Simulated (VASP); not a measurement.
# Co (P-3m1) in VASP: a series of runs

One crystal, Co, is run at these levels: LDA; tasks: single point.

Everything below comes from runs of VASP 6.6.1. Logs are shortened: lines on timing, memory, paths and dates and some standing lists are left out, and cuts for length are marked.

**1. Starting point**

Symmetry: P-3m1, No. 164, trigonal system. The conventional cell has a = 2.487 Å, b = 2.487 Å, c = 4.063 Å, α = 90.00°, β = 90.00°, γ = 120.00°. Co (site symmetry 3m) has 12 Co at 2.42 to 2.55 Å as nearest neighbours.

This isn't the form of Co at room conditions, which is hcp.

**2. Single point, LDA, collinear spin, ferromagnetic start**

File INCAR:

```
SYSTEM = Co
ADDGRID = .TRUE.
ALGO = Normal
EDIFF = 1E-6
ENCUT = 460
GGA = CA
ISIF = 2
ISMEAR = -1
ISPIN = 2
LASPH = .TRUE.
LCHARG = .FALSE.
LMAXMIX = 4
LORBIT = 11
LREAL = .FALSE.
LWAVE = .FALSE.
MAGMOM = 2 2
NBANDS = 20
NELM = 100
PREC = Accurate
SIGMA = 0.1
```

File KPOINTS:

```
k-points
0
G
  7 7 4
  0 0 0
```

File POSCAR:

```
Co
1.0
    2.4873648738      0.0000000000      0.0000000000
   -1.2436824369      2.1541211692      0.0000000000
    0.0000000000      0.0000000000      4.0632895034
Co
2
Direct
    0.3275520000      0.6759820000      0.7288160000
    0.6891290000      0.3188900000      0.2643300000
```

Potentials or basis: VASP PAW LDA potentials, release 64 (Co).

Started as:

```bash
$ cat potpaw_LDA.64/Co/POTCAR > POTCAR
$ mpirun -np 1 vasp_std > vasp.out
```

OUTCAR:

```text
SYSTEM = Co
   EDIFF = 1E-6
   ENCUT = 460
   GGA = CA
   ISIF = 2
   ISMEAR = -1
   ISPIN = 2
   LASPH = .TRUE.
   LORBIT = 11
   LREAL = .FALSE.
   NELM = 100
   PREC = Accurate

 Found     99 irreducible k-points:

 Following reciprocal coordinates:
            Coordinates               Weight
  0.000000  0.000000  0.000000      1.000000
  0.142857  0.000000  0.000000      2.000000
  0.000000  0.142857  0.000000      2.000000
 -0.142857  0.142857  0.000000      2.000000
  0.285714  0.000000  0.000000      2.000000
  0.000000  0.285714  0.000000      2.000000
   k-points           NKPTS =     99   k-points in BZ     NKDIM =     99   number of bands    NBANDS=     20
   number of dos      NEDOS =    301   number of ions     NIONS =      2
   total plane-waves  NPLWV =   9072
   dimension x,y,z NGX =    18 NGY =   18 NGZ =   28
   dimension x,y,z NGXF=    36 NGYF=   36 NGZF=   56
   ions per type =               2
   NGX,Y,Z   is equivalent  to a cutoff of  12.03, 12.03, 11.46 a.u.
   NGXF,Y,Z  is equivalent  to a cutoff of  24.06, 24.06, 22.91 a.u.
 SYSTEM =  Co
   PREC   = accura    normal or accurate (medium, high low for compatibility)
   ISTART =      0    job   : 0-new  1-cont  2-samecut
   ICHARG =      2    charge: 1-file 2-atom 10-const
   ISPIN  =      2    spin polarized calculation?
   LNONCOLLINEAR =      F non collinear calculations
   LSORBIT =      F    spin-orbit coupling
   LASPH  =      T    aspherical Exc in radial PAW
   ENCUT  =  460.0 eV  33.81 Ry    5.81 a.u.   4.35  4.35  7.11*2*pi/ulx,y,z
   NELM   =    100;   NELMIN=  2; NELMDL= -5     # of ELM steps
   EDIFF  = 0.1E-05   stopping-criterion for ELM
   LREAL  =      F    real-space projection
   EDIFFG = 0.1E-04   stopping-criterion for IOM
   NSW    =      0    number of steps for IOM
   IBRION =     -1    ionic relax: 0-MD 1-quasi-New 2-CG
   NFREE  =      0    steps in history (QN), initial steepest desc. (CG)
   ISIF   =      2    stress and relaxation
   ISYM   =      2    0-nonsym 1-usesym 2-fastsym
   POTIM  = 0.5000    time-step for ionic-motion
   TEBEG  =    0.0;   TEEND  =   0.0 temperature during run
   PSTRESS=    0.0 pullay stress
   NELECT =      18.0000    total number of electrons
   NUPDOWN=      -1.0000    fix difference up-down
   EMIN   =  10.00;   EMAX   =-10.00  energy-range for DOS
   EFERMI =   0.00;   METHOD = LEGACY
   ISMEAR =    -1;   SIGMA  =   0.10  broadening in eV -4-tet -1-fermi 0-gaus
   EFERMI_NEDOS =   21; number of points for ismear=-14 and -15
   IALGO  =     38    algorithm
   IMIX   =      4    mixing-type and parameters
     AMIX     =   0.40;   BMIX     =  1.00
     AMIX_MAG =   1.60;   BMIX_MAG =  1.00
  volume/ion in A,a.u.               =      10.89        73.46
  Fermi-wavevector in a.u.,A,eV,Ry     =   1.536514  2.903591 32.121660  2.360875
  Thomas-Fermi vector in A             =   2.643152
   LORBIT       =     11    0 simple, 1 ext, 2 COOP (PROOUT), +10 PAW based schemes
   GGA     = CA    functional components
   LHFCALC =     F    Hartree Fock is set to
   AEXX    =    0.0000 exact exchange contribution
   IVDW    =     0    specifies the selected vdW correction
   LEPSILON=     F    determine dielectric tensor
   LRPA    =     F    only Hartree local field effects (RPA)
 spin polarized calculation
  energy-cutoff  :      460.00
  volume of cell :       21.77
 maximum number of plane-waves:       525
 NGX is ok and might be reduce to    18
   NGX =  9   NGY =  9   NGZ = 15

 number of electron      18.0000001 magnetization       3.0279859

 Free energy of the ion-electron system (eV)
  ---------------------------------------------------
  ext. energy  EPLUGINS =         0.00000000
  ---------------------------------------------------
  free energy    TOTEN  =       -16.06350316 eV

  energy without entropy =      -15.99043116  energy(sigma->0) =      -16.02696716

 E-fermi :   9.9125     XC(G=0): -13.7042

 val. band max:        9.9123591493   @ k =   0.2857   0.0000   0.5000
 cond. band min:       9.9125206947   @ k =   0.0000   0.2857   0.5000
 fundamental gap:      0.0001615454
 Fermi energy:         9.9124540669

 spin component 1

 k-point     1 :       0.0000    0.0000    0.0000
  band No.  band energies     occupation
      1       0.9726      1.00000
      2       4.7753      1.00000
      3       7.2926      1.00000
      4       7.3673      1.00000
      5       7.4453      1.00000
      6       7.6766      1.00000
[... 12 lines left out ...]
     19      36.0549      0.00000
     20      36.2101      0.00000
[... 93 lines left out ...]
 k-point     6 :       0.0000    0.2857    0.0000
  band No.  band energies     occupation
      1       3.5117      1.00000
      2       5.6567      1.00000
      3       6.2221      1.00000
      4       6.7819      1.00000
      5       7.3370      1.00000
      6       7.5497      1.00000
[... 12 lines left out ...]
     19      34.1062      0.00000
     20      37.3534      0.00000

 [... further k-points ...]

 spin component 2

 k-point     1 :       0.0000    0.0000    0.0000
  band No.  band energies     occupation
      1       1.1511      1.00000
      2       5.6391      1.00000
      3       8.6225      1.00000
      4       8.7369      0.99999
      5       8.8375      0.99998
      6       9.0677      0.99979
[... 12 lines left out ...]
     19      36.4669      0.00000
     20      36.5751      0.00000
[... 93 lines left out ...]
 k-point     6 :       0.0000    0.2857    0.0000
  band No.  band energies     occupation
      1       3.7589      1.00000
      2       6.7296      1.00000
      3       7.2757      1.00000
      4       7.8873      1.00000
      5       8.6012      1.00000
      6       8.9185      0.99995
[... 12 lines left out ...]
     19      34.2542      0.00000
     20      37.7639      0.00000

 [... further k-points ...]

------------------------ aborting loop because EDIFF is reached ----------------------------------------

  FORCE on cell =-STRESS in cart. coord.  units (eV):
  Direction    XX          YY          ZZ          XY          YZ          ZX
  --------------------------------------------------------------------------------------
  -------------------------------------------------------------------------------------
  Total       -2.3964341     -2.1699589     -2.2406560      0.2180577     -0.0947352      0.1917170
  in kB     -176.3553644   -159.6888917   -164.8915379     16.0470287     -6.9716310     14.1085959
  external PRESSURE =    -166.9785980 kB  Pullay stress =       0.0000000 kB

 VOLUME and BASIS-vectors are now :
 -----------------------------------------------------------------------------
  energy-cutoff  :      460.00
  volume of cell :       21.77
      direct lattice vectors                 reciprocal lattice vectors
     2.487364874  0.000000000  0.000000000     0.402031889  0.232113220  0.000000000
    -1.243682437  2.154121169  0.000000000     0.000000000  0.464226439  0.000000000
     0.000000000  0.000000000  4.063289503     0.000000000  0.000000000  0.246106018

 POSITION                                       TOTAL-FORCE (eV/Angst)
 -----------------------------------------------------------------------------------
     -0.02597      1.45615      2.96139         0.234345     -0.118059      0.899226
      1.31752      0.68693      1.07405        -0.234345      0.118059     -0.899226
 -----------------------------------------------------------------------------------
    total drift:                                0.000001      0.000001      0.000014

  FREE ENERGIE OF THE ION-ELECTRON SYSTEM (eV)
  ---------------------------------------------------
  free  energy   TOTEN  =       -16.0635031593 eV

  energy  without entropy=      -15.9904311612  energy(sigma->0) =      -16.02696716

 total charge

# of ion       s       p       d       tot
------------------------------------------
    1        0.492   0.518   7.290   8.300
    2        0.492   0.518   7.290   8.300
--------------------------------------------------
tot          0.984   1.037  14.579  16.600

 magnetization (x)

# of ion       s       p       d       tot
------------------------------------------
    1       -0.012  -0.035   1.562   1.515
    2       -0.012  -0.035   1.562   1.515
--------------------------------------------------
tot         -0.025  -0.069   3.123   3.029
```

OSZICAR:

```text
N       E                     dE             d eps       ncg     rms          rms(c)
DAV:   1     0.788270297998E+02    0.78827E+02   -0.76088E+03  8428   0.114E+03
DAV:   2    -0.140252117802E+02   -0.92852E+02   -0.83324E+02  8048   0.207E+02
DAV:   3    -0.183417231496E+02   -0.43165E+01   -0.41474E+01  8932   0.547E+01
DAV:   4    -0.184083124201E+02   -0.66589E-01   -0.66539E-01  9844   0.600E+00
DAV:   5    -0.184102084654E+02   -0.18960E-02   -0.18959E-02  9180   0.950E-01    0.154E+01
DAV:   6    -0.166160351068E+02    0.17942E+01   -0.79606E+00  8916   0.592E+01    0.768E+00
DAV:   7    -0.161076484083E+02    0.50839E+00   -0.13828E+00  9012   0.225E+01    0.376E+00
DAV:   8    -0.160793221017E+02    0.28326E-01   -0.16460E-02 11884   0.133E+00    0.165E+00
DAV:   9    -0.160651940894E+02    0.14128E-01   -0.22405E-03 13760   0.817E-01    0.456E-01
DAV:  10    -0.160635893792E+02    0.16047E-02   -0.40717E-04  9960   0.214E-01    0.992E-02
DAV:  11    -0.160635151368E+02    0.74242E-04   -0.41097E-05 10468   0.686E-02    0.348E-02
DAV:  12    -0.160635079569E+02    0.71799E-05   -0.32122E-06  9200   0.163E-02    0.211E-02
DAV:  13    -0.160635030132E+02    0.49436E-05   -0.15084E-06  5508   0.144E-02    0.662E-03
DAV:  14    -0.160635031593E+02   -0.14603E-06   -0.42720E-07  4344   0.639E-03
   1 F= -.16063503E+02 E0= -.16026967E+02  d E =-.730720E-01  mag=     3.0281
```

stdout:

```text
POSCAR found type information on POSCAR Co
 POSCAR found :  1 types and       2 ions
 scaLAPACK will be used
 LDA part: xc-table for (Slater(with rela. corr.)+CA(PZ))
 , standard interpolation
 POSCAR, INCAR and KPOINTS ok, starting setup
 FFT: planning ... GRIDC
 FFT: planning ... GRID_SOFT
 FFT: planning ... GRID
 WAVECAR not read
 entering main loop
```

Wall time 41 s (1 thread of Intel Xeon Platinum 8488C (Sapphire Rapids), shared host); peak memory 0.2 GiB.

These settings aren't checked as converged: the numbers below hold their error.

Results:

```yaml
Free_energy: -16.0635 eV
Pressure: -16.7 GPa
Largest_force: 0.937 eV/Å
Band_gap_on_the_k_mesh: none (metal or under the smearing width)
Net_moment: 3.03 μB per cell
Site_moments: Co +1.51 μB
Valence_electrons_inside_the_program's_atomic_spheres: Co 8.30
```

Caveat: the k mesh is coarse (spacing up to 0.42 Å⁻¹), so the values aren't converged.

**3. Single point, LDA, collinear spin, ferromagnetic start**

INCAR, as its differences from that of step 2:

```diff
@@ -1,3 +1,3 @@
 SYSTEM = Co
-ADDGRID = .TRUE.
+ADDGRID = .FALSE.
 ALGO = Normal
@@ -9,3 +9,3 @@
 ISPIN = 2
-LASPH = .TRUE.
+LASPH = .FALSE.
 LCHARG = .FALSE.
```

KPOINTS is that of step 2.

File POSCAR:

```
Co
1.0
    2.4873648738      0.0000000000      0.0000000000
   -1.2436824369      2.1541211692      0.0000000000
    0.0000000000      0.0000000000      4.0632895034
Co
2
Direct
    0.3333333333      0.6666666667      0.7401390000
    0.6666666667      0.3333333333      0.2598610000
```

Potentials or basis: VASP PAW LDA potentials, release 64 (Co).

Started as:

```bash
$ cat potpaw_LDA.64/Co/POTCAR > POTCAR
$ mpirun -np 1 vasp_std > vasp.out
```

OUTCAR:

```text
SYSTEM = Co
   EDIFF = 1E-6
   ENCUT = 460
   GGA = CA
   ISIF = 2
   ISMEAR = -1
   ISPIN = 2
   LASPH = .FALSE.
   LORBIT = 11
   LREAL = .FALSE.
   NELM = 100
   PREC = Accurate

 Found     28 irreducible k-points:

 Following reciprocal coordinates:
            Coordinates               Weight
  0.000000  0.000000  0.000000      1.000000
  0.142857  0.000000  0.000000      6.000000
  0.285714  0.000000  0.000000      6.000000
  0.428571  0.000000  0.000000      6.000000
  0.142857  0.142857  0.000000      6.000000
  0.285714  0.142857  0.000000     12.000000
   k-points           NKPTS =     28   k-points in BZ     NKDIM =     28   number of bands    NBANDS=     20
   number of dos      NEDOS =    301   number of ions     NIONS =      2
   total plane-waves  NPLWV =   9072
   dimension x,y,z NGX =    18 NGY =   18 NGZ =   28
   dimension x,y,z NGXF=    36 NGYF=   36 NGZF=   56
   ions per type =               2
   NGX,Y,Z   is equivalent  to a cutoff of  12.03, 12.03, 11.46 a.u.
   NGXF,Y,Z  is equivalent  to a cutoff of  24.06, 24.06, 22.91 a.u.
 SYSTEM =  Co
   PREC   = accura    normal or accurate (medium, high low for compatibility)
   ISTART =      0    job   : 0-new  1-cont  2-samecut
[... 344 lines left out ...]

 [... further k-points ...]

------------------------ aborting loop because EDIFF is reached ----------------------------------------

  FORCE on cell =-STRESS in cart. coord.  units (eV):
  Direction    XX          YY          ZZ          XY          YZ          ZX
  --------------------------------------------------------------------------------------
  -------------------------------------------------------------------------------------
  Total       -2.4535563     -2.4535563     -2.7734402      0.0000000      0.0000000      0.0000000
  in kB     -180.5590291   -180.5590291   -204.0995273      0.0000000      0.0000000      0.0000000
  external PRESSURE =    -188.4058619 kB  Pullay stress =       0.0000000 kB

 VOLUME and BASIS-vectors are now :
 -----------------------------------------------------------------------------
  energy-cutoff  :      460.00
  volume of cell :       21.77
      direct lattice vectors                 reciprocal lattice vectors
     2.487364874  0.000000000  0.000000000     0.402031889  0.232113220  0.000000000
    -1.243682437  2.154121169  0.000000000     0.000000000  0.464226439  0.000000000
     0.000000000  0.000000000  4.063289503     0.000000000  0.000000000  0.246106018

 POSITION                                       TOTAL-FORCE (eV/Angst)
 -----------------------------------------------------------------------------------
     -0.00000      1.43608      3.00740         0.000000      0.000000      0.442128
      1.24368      0.71804      1.05589        -0.000000      0.000000     -0.442128
 -----------------------------------------------------------------------------------
    total drift:                                0.000000     -0.000000     -0.000000

  FREE ENERGIE OF THE ION-ELECTRON SYSTEM (eV)
  ---------------------------------------------------
  free  energy   TOTEN  =       -16.1198777608 eV

  energy  without entropy=      -16.0455018807  energy(sigma->0) =      -16.08268982

 total charge

# of ion       s       p       d       tot
------------------------------------------
    1        0.488   0.513   7.282   8.283
    2        0.488   0.513   7.282   8.283
--------------------------------------------------
tot          0.976   1.026  14.565  16.566

 magnetization (x)

# of ion       s       p       d       tot
------------------------------------------
    1       -0.012  -0.034   1.564   1.517
    2       -0.012  -0.034   1.564   1.517
--------------------------------------------------
tot         -0.025  -0.069   3.127   3.034
```

stdout:

```text
POSCAR found type information on POSCAR Co
 POSCAR found :  1 types and       2 ions
 scaLAPACK will be used
 LDA part: xc-table for (Slater(with rela. corr.)+CA(PZ))
 , standard interpolation
 POSCAR, INCAR and KPOINTS ok, starting setup
 FFT: planning ... GRIDC
 FFT: planning ... GRID_SOFT
 FFT: planning ... GRID
 WAVECAR not read
 entering main loop
```

Wall time 13 s (1 thread of Intel Xeon Platinum 8488C (Sapphire Rapids), shared host); peak memory 0.13 GiB.

The run converged, but some of its settings lie outside the range that counts as converged, so its numbers aren't taken as properties of the crystal.

What came out:

- Free energy: -16.1199 eV
- Pressure: -18.8 GPa
- Largest force: 0.442 eV/Å
- Band gap on the k mesh: none (metal or under the smearing width)
- Net moment: 3.03 μB per cell
- Site moments: Co +1.52 μB
- Valence electrons inside the program's atomic spheres: Co 8.28

Caveat: the k mesh is coarse (spacing up to 0.42 Å⁻¹), so the values aren't converged.

**4. The reference run**

An earlier run on the cell as given: functional PBE; potentials or basis VASP PAW PBE potentials, release 64 (Co); cutoff 520 eV; k mesh 12 × 12 × 7; occupations fermi-dirac, width 0.05 eV; collinear spin, ferromagnetic start; starting moments [2.0, 2.0] μB.

- Pressure: 0.0 GPa
- Largest force: 0.481 eV/Å
- Band gap on the k mesh: none (metal or under the smearing width)
- Net moment: 3.26 μB per cell
- Site moments: Co +1.65 μB
- Valence electrons inside the program's atomic spheres: Co 8.27
